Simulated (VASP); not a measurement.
# Ir (P6_3/mmc) in VASP: a series of runs, part 2 of 2

VASP 6.6.1.

**4. Single point, PBEsol**

This run uses another cell than the first one, of 14.63 Å³/atom, 1.037 times its volume.

The input, INCAR:

```
PREC     = Accurate       # precision mode
ENCUT    = 520            # plane-wave cutoff, eV
EDIFF    = 1E-6           # SCF threshold, eV
ISMEAR   = 0              # smearing method
SIGMA    = 0.1            # smearing width, eV
LREAL    = F              # projectors in reciprocal space
LASPH    = T              # aspherical terms in the spheres
NELM     = 100            # most SCF steps
ALGO     = Normal         # electronic algorithm
ISIF     = 2              # what is computed and relaxed
LWAVE    = F              # write WAVECAR
LCHARG   = F              # write CHGCAR
GGA      = PS             # functional
NBANDS   = 16             # bands
```

The input, KPOINTS:

```
Automatic mesh
0
Gamma
  9 9 4
```

The input, POSCAR:

```
Ir
1.0
    2.7513778946      0.0000000000      0.0000000000
   -1.3756889473      2.3827631521      0.0000000000
    0.0000000000      0.0000000000      4.4622900000
Ir
2
Direct
    0.6666666700      0.3333333300      0.7500000000
    0.3333333300      0.6666666700      0.2500000000
```

Potentials or basis: VASP PAW PBE potentials, release 64 (Ir).

Started as:

```console
$ cat potpaw_PBE.64/Ir/POTCAR > POTCAR
$ mpirun -np 1 vasp_std > vasp.out
```

OUTCAR:

```text
PREC = Accurate
   ENCUT = 520
   EDIFF = 1E-6
   ISMEAR = 0
   LREAL = F
   LASPH = T
   NELM = 100
   ISIF = 2
   GGA = PS

 ion  position               nearest neighbor table
   1  0.667  0.333  0.750-   2 2.74   2 2.74   2 2.74   2 2.74   2 2.74   2 2.74
   2  0.333  0.667  0.250-   1 2.74   1 2.74   1 2.74   1 2.74   1 2.74   1 2.74

  LATTYP: Found a hexagonal cell.
 ALAT       =     2.7513778946
 C/A-ratio  =     1.6218382828

  Lattice vectors:

 A1 = (   2.7513778946,   0.0000000000,   0.0000000000)
 A2 = (  -1.3756889473,   2.3827631521,   0.0000000000)
 A3 = (   0.0000000000,   0.0000000000,   4.4622900000)

Analysis of symmetry for initial positions (statically):
=====================================================================
 Subroutine PRICEL returns:
 Original cell was already a primitive cell.

 Routine SETGRP: Setting up the symmetry group for a
 hexagonal supercell.

 Subroutine GETGRP returns: Found 24 space group operations
 (whereof 12 operations were pure point group operations)
 out of a pool of 24 trial point group operations.

The static configuration has the point symmetry D_3d.
 The point group associated with its full space group is D_6h.

Analysis of symmetry for dynamics (positions and initial velocities):
=====================================================================
 Subroutine PRICEL returns:
 Original cell was already a primitive cell.

 Routine SETGRP: Setting up the symmetry group for a
 hexagonal supercell.

 Subroutine GETGRP returns: Found 24 space group operations
 (whereof 12 operations were pure point group operations)
 out of a pool of 24 trial point group operations.

The dynamic configuration has the point symmetry D_3d.
 The point group associated with its full space group is D_6h.

 Subroutine INISYM returns: Found 24 space group operations
 (whereof 12 operations are pure point group operations),
 and found     1 'primitive' translations

----------------------------------------------------------------------------------------

                                     Primitive cell

  volume of cell :      29.2542

  direct lattice vectors                    reciprocal lattice vectors
     2.751377895  0.000000000  0.000000000     0.363454254  0.209840411  0.000000000
    -1.375688947  2.382763152  0.000000000     0.000000000  0.419680823  0.000000000
     0.000000000  0.000000000  4.462290000     0.000000000  0.000000000  0.224100182

  length of vectors
     2.751377895  2.751377895  4.462290000     0.419680823  0.419680823  0.224100182

  position of ions in fractional coordinates (direct lattice)
     0.666666670  0.333333330  0.750000000
     0.333333330  0.666666670  0.250000000

  ion indices of the primitive-cell ions
   primitive index   ion index
                 1           1
                 2           2

----------------------------------------------------------------------------------------

 KPOINTS: Automatic mesh

Automatic generation of k-mesh.
 Grid dimensions read from file:
 generate k-points for:    9    9    4

 Generating k-lattice:

  Cartesian coordinates                     Fractional coordinates (reciprocal lattice)
     0.040383806  0.023315601  0.000000000     0.111111111 -0.000000000  0.000000000
     0.000000000  0.046631203  0.000000000     0.000000000  0.111111111  0.000000000
     0.000000000  0.000000000  0.056025045     0.000000000  0.000000000  0.250000000

  Length of vectors
     0.046631203  0.046631203  0.056025045

  Shift w.r.t. Gamma in fractional coordinates (k-lattice)
     0.000000000  0.000000000  0.000000000

 Subroutine IBZKPT returns following result:
 ===========================================

 Found     36 irreducible k-points:

 Following reciprocal coordinates:
            Coordinates               Weight
  0.000000  0.000000  0.000000      1.000000
  0.111111  0.000000  0.000000      6.000000
  0.222222 -0.000000  0.000000      6.000000
  0.333333 -0.000000  0.000000      6.000000
  0.444444 -0.000000  0.000000      6.000000
  0.111111  0.111111  0.000000      6.000000
[... 16 lines left out ...]
  0.333333  0.222222  0.250000     24.000000
  0.333333  0.333333  0.250000      4.000000
 [... further k-points ...]
   k-points           NKPTS =     36   k-points in BZ     NKDIM =     36   number of bands    NBANDS=     16
   number of dos      NEDOS =    301   number of ions     NIONS =      2
   total plane-waves  NPLWV =  14400
   dimension x,y,z NGX =    20 NGY =   20 NGZ =   36
   dimension x,y,z NGXF=    40 NGYF=   40 NGZF=   72
   ions per type =               2
   NGX,Y,Z   is equivalent  to a cutoff of  12.08, 12.08, 13.41 a.u.
   NGXF,Y,Z  is equivalent  to a cutoff of  24.17, 24.17, 26.82 a.u.
 SYSTEM =  unknown system
   PREC   = accura    normal or accurate (medium, high low for compatibility)
   ISTART =      0    job   : 0-new  1-cont  2-samecut
   ICHARG =      2    charge: 1-file 2-atom 10-const
   ISPIN  =      1    spin polarized calculation?
   LNONCOLLINEAR =      F non collinear calculations
   LSORBIT =      F    spin-orbit coupling
   LASPH  =      T    aspherical Exc in radial PAW
   ENCUT  =  520.0 eV  38.22 Ry    6.18 a.u.   5.12  5.12  8.30*2*pi/ulx,y,z
   NELM   =    100;   NELMIN=  2; NELMDL= -5     # of ELM steps
   EDIFF  = 0.1E-05   stopping-criterion for ELM
   LREAL  =      F    real-space projection
   EDIFFG = 0.1E-04   stopping-criterion for IOM
   NSW    =      0    number of steps for IOM
   IBRION =     -1    ionic relax: 0-MD 1-quasi-New 2-CG
   NFREE  =      0    steps in history (QN), initial steepest desc. (CG)
   ISIF   =      2    stress and relaxation
   ISYM   =      2    0-nonsym 1-usesym 2-fastsym
   POTIM  = 0.5000    time-step for ionic-motion
   TEBEG  =    0.0;   TEEND  =   0.0 temperature during run
   PSTRESS=    0.0 pullay stress
   NELECT =      18.0000    total number of electrons
   NUPDOWN=      -1.0000    fix difference up-down
   EMIN   =  10.00;   EMAX   =-10.00  energy-range for DOS
   EFERMI =   0.00;   METHOD = LEGACY
   ISMEAR =     0;   SIGMA  =   0.10  broadening in eV -4-tet -1-fermi 0-gaus
   EFERMI_NEDOS =   21; number of points for ismear=-14 and -15
   IALGO  =     38    algorithm
   IMIX   =      4    mixing-type and parameters
     AMIX     =   0.40;   BMIX     =  1.00
     AMIX_MAG =   1.60;   BMIX_MAG =  1.00
  volume/ion in A,a.u.               =      14.63        98.71
  Fermi-wavevector in a.u.,A,eV,Ry     =   1.392417  2.631287 26.379323  1.938826
  Thomas-Fermi vector in A             =   2.516162
   LORBIT       =      0    0 simple, 1 ext, 2 COOP (PROOUT), +10 PAW based schemes
   GGA     = PS    functional components
   LHFCALC =     F    Hartree Fock is set to
   AEXX    =    0.0000 exact exchange contribution
   IVDW    =     0    specifies the selected vdW correction
   LEPSILON=     F    determine dielectric tensor
   LRPA    =     F    only Hartree local field effects (RPA)
 non-spin polarized calculation
 Gauss-broadening in eV      SIGMA  =   0.10
  energy-cutoff  :      520.00
  volume of cell :       29.25
 maximum number of plane-waves:       801
   NGX = 11   NGY = 11   NGZ = 17

 number of electron      18.0000000 magnetization

 Free energy of the ion-electron system (eV)
  ---------------------------------------------------
  ext. energy  EPLUGINS =         0.00000000
  ---------------------------------------------------
  free energy    TOTEN  =       -19.49981605 eV

  energy without entropy =      -19.49326884  energy(sigma->0) =      -19.49654244

 E-fermi :   9.7007     XC(G=0): -13.9057

 val. band max:        9.6010221755   @ k =   0.3333   0.1111   0.2500
 cond. band min:       9.7429444043   @ k =   0.3333   0.3333   0.0000
 fundamental gap:      0.1419222288
 Fermi energy:         9.7007183207

 k-point     1 :       0.0000    0.0000    0.0000
  band No.  band energies     occupation
      1      -1.1579      2.00000
      2       1.9099      2.00000
      3       6.0159      2.00000
      4       6.1199      2.00000
      5       6.1199      2.00000
      6       6.7476      2.00000
[... 8 lines left out ...]
     15      26.2014      0.00000
     16      27.2100      0.00000
[... 419 lines left out ...]
 k-point    24 :       0.3333    0.3333    0.2500
  band No.  band energies     occupation
      1       3.6685      2.00000
      2       3.9254      2.00000
      3       3.9254      2.00000
      4       4.8791      2.00000
      5       5.7523      2.00000
      6       5.7523      2.00000
[... 8 lines left out ...]
     15      20.0342      0.00000
     16      21.2373      0.00000

 [... further k-points ...]
[... 5 lines left out ...]
  --------------------------------------------------------------------------------------
  -------------------------------------------------------------------------------------
  Total       -2.2329789     -2.2329789     -2.2630119     -0.0000000      0.0000000      0.0000000
  in kB     -122.2943231   -122.2943231   -123.9391494     -0.0000000      0.0000000      0.0000000
  external PRESSURE =    -122.8425985 kB  Pullay stress =       0.0000000 kB

 VOLUME and BASIS-vectors are now :
 -----------------------------------------------------------------------------
  energy-cutoff  :      520.00
  volume of cell :       29.25
      direct lattice vectors                 reciprocal lattice vectors
     2.751377895  0.000000000  0.000000000     0.363454254  0.209840411  0.000000000
    -1.375688947  2.382763152  0.000000000     0.000000000  0.419680823  0.000000000
     0.000000000  0.000000000  4.462290000     0.000000000  0.000000000  0.224100182

 POSITION                                       TOTAL-FORCE (eV/Angst)
 -----------------------------------------------------------------------------------
      1.37569      0.79425      3.34672        -0.000000      0.000000      0.000000
     -0.00000      1.58851      1.11557         0.000000     -0.000000      0.000000
 -----------------------------------------------------------------------------------
    total drift:                               -0.000000      0.000000     -0.000000

  FREE ENERGIE OF THE ION-ELECTRON SYSTEM (eV)
  ---------------------------------------------------
  free  energy   TOTEN  =       -19.4998160455 eV

  energy  without entropy=      -19.4932688427  energy(sigma->0) =      -19.49654244
```

Wall time 11 s (1 thread of Intel Xeon Platinum 8259CL at 2.50GHz (Skylake/Cascade Lake), shared host); peak memory 0.14 GiB.

What came out:

* Free energy: -19.4998 eV
* Pressure: -12.3 GPa
* Band gap on the k mesh: none (metal or under the smearing width)

Stress tensor (GPa, compression positive):
```
-12.23   0.00   0.00
  0.00 -12.23   0.00
  0.00   0.00 -12.39
```

Caveat: the PAW data sets were made with another functional, which shifts forces and pressure a little. The run has no spin-orbit coupling, so splittings on Ir are missing.

**5. The runs side by side**

| task | cell | k mesh | cutoff (eV) | gap on the mesh (eV) | pressure (GPa) |
| --- | --- | --- | --- | --- | --- |
| single point | P6_3/mmc, 14.11 Å³/atom | 18 × 18 × 10 | 520 | none | 1.0 |
| relaxation of cell and atoms | relaxed | 18 × 18 × 10 | 600 | none | 0.0 |
| single point | P6_3/mmc, 14.63 Å³/atom | 9 × 9 × 4 | 520 | none | -12.3 |

Alike in all rows: level PBEsol; potentials or basis VASP PAW PBE potentials, release 64 (Ir); no spin polarisation; smearing gaussian 0.1 eV.

Caveats: the PAW data sets were made with another functional, which shifts forces and pressure a little.

Total energies depend on the potentials used, so only differences within one code and one set of settings carry meaning.
